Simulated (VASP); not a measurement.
Input of a VASP 6.6.1 run:

POSCAR

```
ZnSiP2
1.0
   -2.6867032364      2.6867032364      5.2300306318
    2.6867032364     -2.6867032364      5.2300306318
    2.6867032364      2.6867032364     -5.2300306318
Zn P Si
2 4 2
Direct
    0.7500000000      0.2500000000      0.5000000000
    0.0000000000      0.0000000000      0.0000000000
    0.1423012000      0.6250000000      0.0173012000
    0.6076988000      0.1250000000      0.9826988000
    0.8750000000      0.8576988000      0.4826988000
    0.3750000000      0.3923012000      0.5173012000
    0.2500000000      0.7500000000      0.5000000000
    0.5000000000      0.5000000000      0.0000000000
```

The input INCAR.step1:

```
  ALGO = Normal
  EDIFF = 1E-7
  ENCUT = 520
  GGA = RE
  ISIF = 2
  ISMEAR = -1
  LASPH = T
  LCHARG = T
  LREAL = F
  LWAVE = F
  NELM = 100
  PREC = Accurate
  SIGMA = 0.05
```

The input KPOINTS.step1:

```
k-points
0
Gamma
  5 5 5
```

The input INCAR.step2:

```
  ALGO = Normal
  EDIFF = 1E-7
  ENCUT = 520
  GGA = RE
  ICHARG = 11
  ISIF = 2
  ISMEAR = 0
  LASPH = T
  LCHARG = F
  LREAL = F
  LWAVE = F
  NELM = 100
  PREC = Accurate
  SIGMA = 0.05
```

KPOINTS.step2

```
path GXYSGZS1NPY1Z,XP
20
line-mode
reciprocal
 0.0000000000  0.0000000000  0.0000000000  G
 0.0000000000  0.0000000000  0.5000000000  X

 0.0000000000  0.0000000000  0.5000000000  X
-0.1319474302  0.1319474302  0.5000000000  Y

-0.1319474302  0.1319474302  0.5000000000  Y
-0.3159737151  0.3159737151  0.3159737151  S

-0.3159737151  0.3159737151  0.3159737151  S
 0.0000000000  0.0000000000  0.0000000000  G

 0.0000000000  0.0000000000  0.0000000000  G
 0.5000000000  0.5000000000 -0.5000000000  Z

 0.5000000000  0.5000000000 -0.5000000000  Z
 0.3159737151  0.6840262849 -0.3159737151  S1

 0.3159737151  0.6840262849 -0.3159737151  S1
 0.0000000000  0.5000000000  0.0000000000  N

 0.0000000000  0.5000000000  0.0000000000  N
 0.2500000000  0.2500000000  0.2500000000  P

 0.2500000000  0.2500000000  0.2500000000  P
 0.5000000000  0.5000000000 -0.1319474302  Y1

 0.5000000000  0.5000000000 -0.1319474302  Y1
 0.5000000000  0.5000000000 -0.5000000000  Z

 0.0000000000  0.0000000000  0.5000000000  X
 0.2500000000  0.2500000000  0.2500000000  P
```

Potentials or basis: VASP PAW PBE potentials, release 64 (Zn, P, Si).

Launch:

```sh
$ cat potpaw_PBE.64/Zn/POTCAR potpaw_PBE.64/P/POTCAR potpaw_PBE.64/Si/POTCAR > POTCAR
$ cp INCAR.step1 INCAR
$ cp KPOINTS.step1 KPOINTS
$ mpirun -np 1 vasp_std > vasp.out
$ cp INCAR.step2 INCAR
$ cp KPOINTS.step2 KPOINTS
$ mpirun -np 1 vasp_std > vasp.out
```

Q: Estimate the band gap on the k mesh.

A: 1.36 eV, direct.

Q: Estimate the band gap along the path.

A: 1.36 eV, direct.

Levels at the corners of the path, in eV from the valence-band top:
```csv
point,band 24,band 25,band 26,band 27,band 28,band 29
Γ,-0.13,-0.13,0.00,1.36,1.94,2.73
X,-1.03,-0.55,-0.55,2.06,2.06,3.20
X,-1.03,-0.55,-0.55,2.06,2.06,3.20
Y,-1.14,-0.89,-0.89,2.37,2.37,3.55
Y,-1.14,-0.89,-0.89,2.37,2.37,3.55
S,-2.02,-1.01,-0.58,1.69,2.90,3.01
S,-2.02,-1.01,-0.58,1.69,2.90,3.01
Γ,-0.13,-0.13,0.00,1.36,1.94,2.73
Γ,-0.13,-0.13,0.00,1.36,1.94,2.73
Z,-1.88,-1.11,-1.11,1.57,1.57,1.76
Z,-1.88,-1.11,-1.11,1.57,1.57,1.76
S1,-2.02,-1.01,-0.58,1.69,2.90,3.01
S1,-2.02,-1.01,-0.58,1.69,2.90,3.01
N,-1.75,-1.44,-0.78,2.78,2.90,3.02
N,-1.75,-1.44,-0.78,2.78,2.90,3.02
P,-1.05,-0.89,-0.89,2.75,2.75,3.03
P,-1.05,-0.89,-0.89,2.75,2.75,3.03
Y1,-1.14,-0.89,-0.89,2.37,2.37,3.55
Y1,-1.14,-0.89,-0.89,2.37,2.37,3.55
Z,-1.88,-1.11,-1.11,1.57,1.57,1.76
X,-1.03,-0.55,-0.55,2.06,2.06,3.20
P,-1.05,-0.89,-0.89,2.75,2.75,3.03
```

Caveat: the log is that of the step along the path at fixed density, whose energy, stress, charges and moments have no meaning. As with any semilocal functional, this revPBE gap is likely too small.
